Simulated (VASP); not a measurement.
## Cu: relaxation of cell and atoms with PBEsol

Crystal: Cu.

```xyz
1
Lattice="0.0000 1.7849 1.7849 1.7849 0.0000 1.7849 1.7849 1.7849 0.0000" Properties=species:S:1:pos:R:3 pbc="T T T"
Cu    0.0000    0.0000    0.0000
```

| Item | Value |
| --- | --- |
| Program | VASP 6.6.1 |
| Task | relaxation of cell and atoms |
| Functional | PBEsol |
| Potentials or basis | VASP PAW PBE potentials, release 64 (Cu) |
| Cutoff | 600 eV |
| k mesh | 18 × 18 × 18 |
| Occupations | methfessel-paxton, width 0.1 eV |
| Spin | no spin polarisation |
| Further INCAR settings | ALGO = Normal; EDIFF = 1e-07; IBRION = 2; EDIFFG = -0.005; NSW = 90; ISIF = 3 |

```
Pressure after relaxing : 0.0 GPa
Band gap on the k mesh  : none (metal or under the smearing width)
```

Final structure:
```xyz
1
Lattice="0.0000 1.7849 1.7849 1.7849 0.0000 1.7849 1.7849 1.7849 0.0000" Properties=species:S:1:pos:R:3 pbc="T T T"
Cu    0.0000    0.0000    0.0000
```

Levels at points of the mesh, in eV from the Fermi level:
| k point | band 4 | band 5 | band 6 | band 7 | band 8 | band 9 |
| --- | --- | --- | --- | --- | --- | --- |
| (0.00, 0.00, 0.00) | -3.10 | -2.21 | -2.21 | 22.93 | 25.84 | 25.84 |
| (0.50, 0.00, 0.00) | -1.61 | -1.61 | -1.11 | 3.98 | 21.40 | 22.65 |
| (0.50, 0.50, 0.00) | -1.46 | -1.46 | 1.47 | 7.41 | 13.37 | 13.37 |

Wall time 8.4 s on 1 thread of Intel(R) Xeon(R) 6975P-C (Granite Rapids), on a shared host, peak memory 0.14 GiB.

Caveat: the relaxation stopped at its first step, so nothing moved; the PAW data sets were made with another functional, which shifts forces and pressure a little.
